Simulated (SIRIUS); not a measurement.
Sn under changes of volume

One of the cells (27.650 Å³/atom); the others are scaled copies at fixed shape and fractional positions:

```
Sn
1.0
    -2.94014    2.94014    1.59930
     2.94014   -2.94014    1.59930
     2.94014    2.94014   -1.59930
Sn
2
Direct
  0.00000 0.00000 0.00000
  0.75000 0.25000 0.50000
```

| Item | Value |
| --- | --- |
| Program | SIRIUS 7.12.0 |
| Functional | PBEsol |
| Potentials or basis | PseudoDojo 0.4.1 PBEsol standard (scalar relativistic) |
| Cutoff | 983 eV |
| Density cutoff | 3932 eV |
| k mesh | 9 × 9 × 9 |
| Occupations | fermi-dirac, width 0.05 eV |
| Spin | no spin polarisation |

```tsv
volume (Å³/atom)	energy over the lowest point (meV/atom)	pressure (GPa)
25.991	?	?
26.544	1.01	0.9
27.097	0.00	-0.3
27.650	2.82	-1.4
28.203	9.05	-2.3
28.756	18.35	-3.1
29.309	30.37	-3.9
```

**Question.** What does the run at 25.991 Å³/atom give?

**Answer.** Energy over the lowest point 6.34 meV/atom; pressure 2.2 GPa.

Worked out: A Birch-Murnaghan fit of order 3 (a polynomial in V^(-2/3)) to the other rows has its minimum at 26.96 Å³/atom with B0 = V·E''(V) = 56 GPa and B' = 4.5 at fixed shape and positions, which overstates the stiffness. It gives 6.30 meV/atom at 25.991 Å³/atom, against the run's 6.34, and -dE/dV = 2.2 GPa, against 2.2.

Energies are extrapolated to zero smearing.
